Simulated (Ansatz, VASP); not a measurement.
One calculation of Au, two programs

```
Au
1.0
     2.77486   -1.83397    0.00000
     2.77486    1.83397    0.00000
     0.00000    0.00000    7.48122
Au
4
Direct
  0.85000 0.15000 0.11700
  0.65000 0.35000 0.61700
  0.15000 0.85000 0.88300
  0.35000 0.65000 0.38300
```

Alike in both runs: task single point; functional PBEsol; k mesh 6 × 6 × 4; occupations gaussian, width 0.1 eV; no spin polarisation.

|  | VASP | Ansatz |
| --- | --- | --- |
| version | VASP 6.6.1 | Ansatz 0.2.0 |
| potentials or method | VASP PAW PBE potentials, release 64 (Au) | scalar-relativistic, plane waves, PAW |
| plane-wave cutoff (eV) | 520 | 420 |
| valence electrons in the cell | 44 | 76 |

```csv
,VASP,Ansatz,Ansatz less VASP
gap on the k mesh at the Fermi level (eV),none,none,-
rms of the force components (eV/Å),8.992,9.397,+0.4053
```

Atom by atom the forces differ by 0.405 eV/Å (rms over components). A gap of «none» marks a metal or a gap that the smearing closes. The two sets of potentials don't hold the same shells in valence.

Caveats: the PAW data sets were made with another functional, which shifts forces and pressure a little (VASP). Spin-orbit coupling is left out, which matters for the levels of Au.
